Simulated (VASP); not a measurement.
# CaO (Fm-3m) in VASP: further runs

One crystal, CaO, is run at these levels: PBE, PBEsol; tasks: single point, relaxation of cell and atoms.

Everything below comes from runs of VASP 6.6.1. Logs are shortened: lines on timing, memory, paths and dates and some standing lists are left out, and cuts for length are marked.

**1. The structure**

The structure is cubic, space group Fm-3m (No. 225). Conventional cell: a = 4.807 Å, b = 4.807 Å, c = 4.807 Å, α = 90.00°, β = 90.00°, γ = 90.00°. Around Ca (site symmetry m-3m) lie 6 O at 2.40 Å. O (site symmetry m-3m) is surrounded by 6 Ca at 2.40 Å.

The cell is a database's computed one.

**2. Single point, PBE**

File run.py:

```python
from ase.calculators.vasp import Vasp
from ase.dft.bandgap import bandgap
from ase.io import read

atoms = read('CaO.xyz')
calc = Vasp(
    directory='calc',
    xc='pbe',
    pp='PBE',
    setups='recommended',
    pp_version='54',
    prec='Accurate',
    encut=520,
    ediff=1e-06,
    ismear=0,
    sigma=0.05,
    lreal=False,
    lasph=True,
    nelm=60,
    algo='Fast',
    isif=2,
    lwave=False,
    lcharg=True,
    lelf=True,
    lvhar=True,
    kpts=[10, 10, 10],
    gamma=True,
    nbands=15,
)
atoms.calc = calc

print('energy (eV):', atoms.get_potential_energy())
print('free energy (eV):', atoms.get_potential_energy(force_consistent=True))
print('forces (eV/A):')
print(atoms.get_forces())
print('stress (eV/A^3, Voigt):', atoms.get_stress())
print('Fermi level (eV):', calc.get_fermi_level())
gap, top, bottom = bandgap(calc)
print('band gap (eV):', gap, 'from (spin, k, band)', top, 'to', bottom)
```

File CaO.xyz:

```xyz
2
Lattice="0.0000000000 2.4035556960 2.4035556960 2.4035556960 0.0000000000 2.4035556960 2.4035556960 2.4035556960 0.0000000000" Properties=species:S:1:pos:R:3 pbc="T T T"
Ca     0.0000000000      0.0000000000      0.0000000000
O      2.4035556960      2.4035556960      2.4035556960
```

Potentials or basis: VASP PAW PBE potentials, release 54 (Ca_sv, O).

Command:

```console
> python run.py
```

Standard output:

```text
energy (eV): -12.8013767
free energy (eV): -12.8013767
forces (eV/A):
[[ 0.  0.  0.]
 [-0. -0. -0.]]
stress (eV/A^3, Voigt): [-0.01312174 -0.01312174 -0.01312174 -0.         -0.         -0.        ]
Fermi level (eV): 2.62461652
band gap (eV): 3.6342000000000003 from (spin, k, band) (0, np.int64(0), np.int64(7)) to (0, np.int64(30), np.int64(8))
```

OUTCAR:

```text
ENCUT = 520.000000
   EDIFF = 1.00e-06
   GGA = PE
   PREC = Accurate
   ISIF = 2
   ISMEAR = 0
   NELM = 60
   LASPH = .TRUE.
   LREAL = .FALSE.

 ion  position               nearest neighbor table
   1  0.000  0.000  0.000-   2 2.40   2 2.40   2 2.40   2 2.40   2 2.40   2 2.40
   2  0.500  0.500  0.500-   1 2.40   1 2.40   1 2.40   1 2.40   1 2.40   1 2.40

  LATTYP: Found a face centered cubic cell.
 ALAT       =     4.8071113920

  Lattice vectors:

 A1 = (   0.0000000000,   2.4035556960,   2.4035556960)
 A2 = (   2.4035556960,   0.0000000000,   2.4035556960)
 A3 = (   2.4035556960,   2.4035556960,   0.0000000000)

Analysis of symmetry for initial positions (statically):
=====================================================================
 Subroutine PRICEL returns:
 Original cell was already a primitive cell.

 Routine SETGRP: Setting up the symmetry group for a
 face centered cubic supercell.

 Subroutine GETGRP returns: Found 48 space group operations
 (whereof 48 operations were pure point group operations)
 out of a pool of 48 trial point group operations.

The static configuration has the point symmetry O_h .

Analysis of symmetry for dynamics (positions and initial velocities):
=====================================================================
 Subroutine PRICEL returns:
 Original cell was already a primitive cell.

 Routine SETGRP: Setting up the symmetry group for a
 face centered cubic supercell.

 Subroutine GETGRP returns: Found 48 space group operations
 (whereof 48 operations were pure point group operations)
 out of a pool of 48 trial point group operations.

The dynamic configuration has the point symmetry O_h .

 Subroutine INISYM returns: Found 48 space group operations
 (whereof 48 operations are pure point group operations),
 and found     1 'primitive' translations

----------------------------------------------------------------------------------------

                                     Primitive cell

  volume of cell :      27.7711

  direct lattice vectors                    reciprocal lattice vectors
     0.000000000  2.403555696  2.403555696    -0.208025136  0.208025136  0.208025136
     2.403555696  0.000000000  2.403555696     0.208025136 -0.208025136  0.208025136
     2.403555696  2.403555696  0.000000000     0.208025136  0.208025136 -0.208025136

  length of vectors
     3.399141063  3.399141063  3.399141063     0.360310104  0.360310104  0.360310104

  position of ions in fractional coordinates (direct lattice)
     0.000000000  0.000000000  0.000000000
     0.500000000  0.500000000  0.500000000

  ion indices of the primitive-cell ions
   primitive index   ion index
                 1           1
                 2           2

----------------------------------------------------------------------------------------

 KPOINTS: KPOINTS created by Atomic Simulation Env

Automatic generation of k-mesh.
 Grid dimensions read from file:
 generate k-points for:   10   10   10

 Generating k-lattice:

  Cartesian coordinates                     Fractional coordinates (reciprocal lattice)
    -0.020802514  0.020802514  0.020802514     0.100000000  0.000000000  0.000000000
     0.020802514 -0.020802514  0.020802514     0.000000000  0.100000000  0.000000000
     0.020802514  0.020802514 -0.020802514     0.000000000  0.000000000  0.100000000

  Length of vectors
     0.036031010  0.036031010  0.036031010

  Shift w.r.t. Gamma in fractional coordinates (k-lattice)
     0.000000000  0.000000000  0.000000000

 Subroutine IBZKPT returns following result:
 ===========================================

 Found     47 irreducible k-points:

 Following reciprocal coordinates:
            Coordinates               Weight
  0.000000  0.000000  0.000000      1.000000
  0.100000  0.000000  0.000000      8.000000
  0.200000  0.000000  0.000000      8.000000
  0.300000  0.000000  0.000000      8.000000
  0.400000  0.000000  0.000000      8.000000
  0.500000  0.000000  0.000000      4.000000
[... 39 lines left out ...]
 -0.300000  0.400000  0.200000     24.000000
 -0.300000  0.500000  0.200000     12.000000
   k-points           NKPTS =     47   k-points in BZ     NKDIM =     47   number of bands    NBANDS=     15
   number of dos      NEDOS =    301   number of ions     NIONS =      2
   total plane-waves  NPLWV =  21952
   dimension x,y,z NGX =    28 NGY =   28 NGZ =   28
   dimension x,y,z NGXF=    56 NGYF=   56 NGZF=   56
   ions per type =               1   1
   NGX,Y,Z   is equivalent  to a cutoff of  13.69, 13.69, 13.69 a.u.
   NGXF,Y,Z  is equivalent  to a cutoff of  27.39, 27.39, 27.39 a.u.
 SYSTEM =  unknown system
   PREC   = accura    normal or accurate (medium, high low for compatibility)
   ISTART =      0    job   : 0-new  1-cont  2-samecut
   ICHARG =      2    charge: 1-file 2-atom 10-const
   ISPIN  =      1    spin polarized calculation?
   LNONCOLLINEAR =      F non collinear calculations
   LSORBIT =      F    spin-orbit coupling
   LASPH  =      T    aspherical Exc in radial PAW
   ENCUT  =  520.0 eV  38.22 Ry    6.18 a.u.   6.32  6.32  6.32*2*pi/ulx,y,z
   NELM   =     60;   NELMIN=  2; NELMDL= -5     # of ELM steps
   EDIFF  = 0.1E-05   stopping-criterion for ELM
   LREAL  =      F    real-space projection
   EDIFFG = 0.1E-04   stopping-criterion for IOM
   NSW    =      0    number of steps for IOM
   IBRION =     -1    ionic relax: 0-MD 1-quasi-New 2-CG
   NFREE  =      0    steps in history (QN), initial steepest desc. (CG)
   ISIF   =      2    stress and relaxation
   ISYM   =      2    0-nonsym 1-usesym 2-fastsym
   POTIM  = 0.5000    time-step for ionic-motion
   TEBEG  =    0.0;   TEEND  =   0.0 temperature during run
   PSTRESS=    0.0 pullay stress
   NELECT =      16.0000    total number of electrons
   NUPDOWN=      -1.0000    fix difference up-down
   EMIN   =  10.00;   EMAX   =-10.00  energy-range for DOS
   EFERMI =   0.00;   METHOD = LEGACY
   ISMEAR =     0;   SIGMA  =   0.05  broadening in eV -4-tet -1-fermi 0-gaus
   EFERMI_NEDOS =   21; number of points for ismear=-14 and -15
   IALGO  =     68    algorithm
   IMIX   =      4    mixing-type and parameters
     AMIX     =   0.40;   BMIX     =  1.00
     AMIX_MAG =   1.60;   BMIX_MAG =  1.00
  volume/ion in A,a.u.               =      13.89        93.70
  Fermi-wavevector in a.u.,A,eV,Ry     =   1.362231  2.574243 25.247954  1.855672
  Thomas-Fermi vector in A             =   2.488738
   LORBIT       =      0    0 simple, 1 ext, 2 COOP (PROOUT), +10 PAW based schemes
   GGA     = PE    functional components
   LHFCALC =     F    Hartree Fock is set to
   AEXX    =    0.0000 exact exchange contribution
   IVDW    =     0    specifies the selected vdW correction
   LEPSILON=     F    determine dielectric tensor
   LRPA    =     F    only Hartree local field effects (RPA)
 non-spin polarized calculation
 RMM-DIIS sequential band-by-band and
 Gauss-broadening in eV      SIGMA  =   0.05
  energy-cutoff  :      520.00
  volume of cell :       27.77
 maximum number of plane-waves:       763
 NGX is ok and might be reduce to    28
   NGX = 13   NGY = 13   NGZ = 13

 number of electron      15.9999997 magnetization

 Free energy of the ion-electron system (eV)
  ---------------------------------------------------
  ext. energy  EPLUGINS =         0.00000000
  ---------------------------------------------------
  free energy    TOTEN  =       -12.80137670 eV

  energy without entropy =      -12.80137670  energy(sigma->0) =      -12.80137670

 E-fermi :   2.6246     XC(G=0): -10.4734

 val. band max:        2.3485290611   @ k =   0.0000   0.0000   0.0000
 cond. band min:       5.9827224240   @ k =   0.5000   0.5000   0.0000
 fundamental gap:      3.6341933629
 Fermi energy:         2.6246165165

 k-point     1 :       0.0000    0.0000    0.0000
  band No.  band energies     occupation
      1     -35.2918      2.00000
      2     -16.0559      2.00000
      3     -16.0559      2.00000
      4     -16.0559      2.00000
      5     -13.1829      2.00000
      6       2.3485      2.00000
      7       2.3485      2.00000
      8       2.3485      2.00000
      9       7.0567      0.00000
     10       8.5715      0.00000
     11       8.5715      0.00000
     12       8.5715      0.00000
     13      10.0744      0.00000
     14      10.0744      0.00000
     15      17.4159      0.00000

 k-point     2 :       0.1000    0.0000    0.0000
  band No.  band energies     occupation
      1     -35.2821      2.00000
      2     -16.1966      2.00000
      3     -16.0612      2.00000
      4     -16.0612      2.00000
      5     -13.0355      2.00000
      6       1.9878      2.00000
      7       2.2094      2.00000
      8       2.2094      2.00000
      9       7.5144      0.00000
     10       8.5385      0.00000
     11       8.7425      0.00000
     12       8.7425      0.00000
     13      10.3145      0.00000
     14      10.3145      0.00000
     15      17.8128      0.00000
[... 653 lines left out ...]
      3     -16.3743      2.00000
      4     -16.1855      2.00000
      5     -12.3377      2.00000
      6       0.4421      2.00000
      7       1.2670      2.00000
      8       1.3384      2.00000
      9       8.8979      0.00000
     10       9.1634      0.00000
     11      11.0001      0.00000
     12      11.0714      0.00000
     13      12.5451      0.00000
     14      14.6433      0.00000
     15      16.4340      0.00000

 k-point    40 :      -0.2000    0.3000    0.1000
  band No.  band energies     occupation
      1     -35.1872      2.00000
      2     -16.8412      2.00000
      3     -16.3184      2.00000
      4     -16.1422      2.00000
      5     -12.3339      2.00000
      6       0.3721      2.00000
      7       1.2910      2.00000
      8       1.5408      2.00000
      9       8.3151      0.00000
     10       9.7169      0.00000
     11      10.6240      0.00000
     12      10.7565      0.00000
     13      12.3572      0.00000
     14      13.4544      0.00000
     15      17.6396      0.00000

 [... further k-points ...]

------------------------ aborting loop because EDIFF is reached ----------------------------------------

  FORCE on cell =-STRESS in cart. coord.  units (eV):
  Direction    XX          YY          ZZ          XY          YZ          ZX
  --------------------------------------------------------------------------------------
  -------------------------------------------------------------------------------------
  Total        0.3644047      0.3644047      0.3644047      0.0000000      0.0000000      0.0000000
  in kB       21.0233513     21.0233513     21.0233513      0.0000000      0.0000000      0.0000000
  external PRESSURE =      21.0233513 kB  Pullay stress =       0.0000000 kB

 VOLUME and BASIS-vectors are now :
 -----------------------------------------------------------------------------
  energy-cutoff  :      520.00
  volume of cell :       27.77
      direct lattice vectors                 reciprocal lattice vectors
     0.000000000  2.403555696  2.403555696    -0.208025136  0.208025136  0.208025136
     2.403555696  0.000000000  2.403555696     0.208025136 -0.208025136  0.208025136
     2.403555696  2.403555696  0.000000000     0.208025136  0.208025136 -0.208025136

 POSITION                                       TOTAL-FORCE (eV/Angst)
 -----------------------------------------------------------------------------------
      0.00000      0.00000      0.00000         0.000000      0.000000      0.000000
      2.40356      2.40356      2.40356        -0.000000     -0.000000     -0.000000
 -----------------------------------------------------------------------------------
    total drift:                                0.000000      0.000000      0.000000

  FREE ENERGIE OF THE ION-ELECTRON SYSTEM (eV)
  ---------------------------------------------------
  free  energy   TOTEN  =       -12.8013767036 eV

  energy  without entropy=      -12.8013767036  energy(sigma->0) =      -12.80137670
```

INCAR:

```text
ENCUT = 520.000000
SIGMA = 0.050000
EDIFF = 1.00e-06
ALGO = Fast
GGA = PE
PREC = Accurate
ISIF = 2
ISMEAR = 0
NBANDS = 15
NELM = 60
LASPH = .TRUE.
LCHARG = .TRUE.
LELF = .TRUE.
LVHAR = .TRUE.
LWAVE = .FALSE.
LREAL = .FALSE.
```

It took 22 s on 1 thread of AMD EPYC 9R45 (Zen 5), shared host; peak memory 0.13 GiB.

What came out:

* Free energy: -12.8014 eV
* Pressure: 2.1 GPa
* Band gap on the k mesh: 3.63 eV, indirect (least direct gap 4.01 eV)

Levels at points of the mesh, in eV from the valence-band top:
| k point | band 5 | band 6 | band 7 | band 8 | band 9 | band 10 | band 11 | band 12 |
| --- | --- | --- | --- | --- | --- | --- | --- | --- |
| (0.00, 0.00, 0.00) | -15.53 | 0.00 | 0.00 | 0.00 | 4.71 | 6.22 | 6.22 | 6.22 |
| (0.50, 0.00, 0.00) | -14.34 | -2.64 | -1.20 | -1.20 | 7.05 | 8.35 | 8.35 | 8.50 |
| (0.50, 0.50, 0.00) | -15.29 | -1.30 | -0.37 | -0.37 | 3.63 | 8.04 | 8.89 | 9.53 |

A k mesh can miss the band edges. Expect the measured gap to be larger: semilocal functionals such as PBE lack the derivative discontinuity.

**3. Relaxation of cell and atoms, PBEsol (volume scaled by 1.08)**

File run.py:

```python
from ase.calculators.vasp import Vasp
from ase.filters import FrechetCellFilter
from ase.io import read
from ase.optimize import LBFGS

atoms = read('POSCAR')
calc = Vasp(
    directory='calc',
    xc='pbesol',
    pp='PBE',
    setups='gw',
    prec='Accurate',
    encut=630,
    ediff=1e-06,
    ismear=-1,
    sigma=0.1,
    lreal=False,
    lasph=True,
    nelm=80,
    algo='Fast',
    isif=2,
    lwave=False,
    lcharg=False,
    kpts=[10, 10, 10],
    gamma=True,
)
atoms.calc = calc
opt = LBFGS(FrechetCellFilter(atoms), trajectory='relax.traj')
converged = opt.run(fmax=0.005, steps=40)
print('converged:', converged)

print('energy (eV):', atoms.get_potential_energy())
print('free energy (eV):', atoms.get_potential_energy(force_consistent=True))
print('forces (eV/A):')
print(atoms.get_forces())
print('stress (eV/A^3, Voigt):', atoms.get_stress())
print('Fermi level (eV):', calc.get_fermi_level())
print('cell (A, degrees):', atoms.cell.cellpar())
print('volume (A^3):', atoms.get_volume())
print('scaled positions:')
print(atoms.get_scaled_positions())
```

File POSCAR:

```
CaO
1.0
    0.0000000000      2.4660134560      2.4660134560
    2.4660134560      0.0000000000      2.4660134560
    2.4660134560      2.4660134560      0.0000000000
Ca O
1 1
Direct
    0.0000000000      0.0000000000      0.0000000000
    0.5000000000      0.5000000000      0.5000000000
```

Potentials or basis: VASP PAW PBE potentials, release 64 (Ca_sv_GW, O_GW).

Command:

```console
> python run.py
```

Run time: 3.2 min. Hardware: 1 thread of AMD EPYC 9R45 (Zen 5), shared host; peak memory 0.13 GiB.

It converged, with:

| Quantity | Value |
| --- | --- |
| Free energy | -18.3760 eV |
| Relaxed volume | 13.50 Å³/atom |
| Relaxed cell | a = 3.368 Å, b = 3.368 Å, c = 3.368 Å, α = 60.00°, β = 60.00°, γ = 60.00° |
| Space group after relaxing (to 0.05 Å) | Fm-3m (No. 225) |
| Energy gained by relaxing | 48.9 meV/atom |
| Ionic steps | 7 |
| Pressure after relaxing | -0.1 GPa |
| Band gap on the k mesh | 3.55 eV, indirect (least direct gap 3.92 eV) |

Step by step:
| step | energy change (eV) | largest force (eV/Å) | pressure (GPa) | volume (Å³) |
| --- | --- | --- | --- | --- |
| 1 | 0.0000 | 0.0000 | -9.75 | 29.99 |
| 2 | -0.0322 | 0.0000 | -8.25 | 29.41 |
| 3 | -0.0966 | 0.0000 | 1.25 | 26.73 |
| 4 | -0.0977 | 0.0000 | -0.23 | 27.04 |
| 5 | -0.0977 | 0.0000 | 0.16 | 26.99 |
| 6 | -0.0977 | 0.0000 | -0.10 | 27.01 |
| 7 | -0.0977 | 0.0000 | -0.06 | 27.00 |

Final structure:
```
CELL_PARAMETERS angstrom
0.00000 2.38120 2.38120
2.38120 0.00000 2.38120
2.38120 2.38120 0.00000
ATOMIC_POSITIONS crystal
Ca 0.00000 0.00000 0.00000
O 0.50000 0.50000 0.50000
```

Levels at points of the mesh, in eV from the valence-band top:
| k point | band 5 | band 6 | band 7 | band 8 | band 9 | band 10 | band 11 | band 12 |
| --- | --- | --- | --- | --- | --- | --- | --- | --- |
| (0.00, 0.00, 0.00) | -15.49 | 0.00 | 0.00 | 0.00 | 4.81 | 6.28 | 6.28 | 6.28 |
| (0.50, 0.00, 0.00) | -14.14 | -2.75 | -1.26 | -1.26 | 7.16 | 8.52 | 8.54 | 8.54 |
| (0.50, 0.50, 0.00) | -15.25 | -1.32 | -0.38 | -0.38 | 3.55 | 8.27 | 9.11 | 11.30 |

Caveat: the PAW data sets were made with another functional, which shifts forces and pressure a little.

**4. The reference run**

An earlier run on the cell as given: functional PBE; potentials or basis VASP PAW PBE potentials, release 64 (Ca_sv, O); cutoff 520 eV; k mesh 10 × 10 × 10; occupations fermi-dirac, width 0.05 eV; no spin polarisation.

* Pressure: 2.2 GPa
* Band gap on the k mesh: 3.64 eV, indirect (least direct gap 4.01 eV)

**5. Summary**

| task | level | potentials or basis | cell | cutoff (eV) | smearing | optimiser | gap on the mesh (eV) | pressure (GPa) |
| --- | --- | --- | --- | --- | --- | --- | --- | --- |
| single point | PBE | VASP PAW PBE potentials, release 54 (Ca_sv, O) | as given | 520 | gaussian 0.05 eV | - | 3.63 | 2.1 |
| relaxation of cell and atoms | PBEsol | VASP PAW PBE potentials, release 64 (Ca_sv_GW, O_GW) | relaxed from: volume scaled by 1.08 | 630 | fermi-dirac 0.1 eV | LBFGS | 3.55 | -0.1 |
| single point | PBE | VASP PAW PBE potentials, release 64 (Ca_sv, O) | as given | 520 | fermi-dirac 0.05 eV | - | 3.64 | 2.2 |

Alike in all rows: no spin polarisation; k mesh 10 × 10 × 10.

Caveats: the PAW data sets were made with another functional, which shifts forces and pressure a little (some runs).

Absolute energies hang on the potentials; compare differences alone.
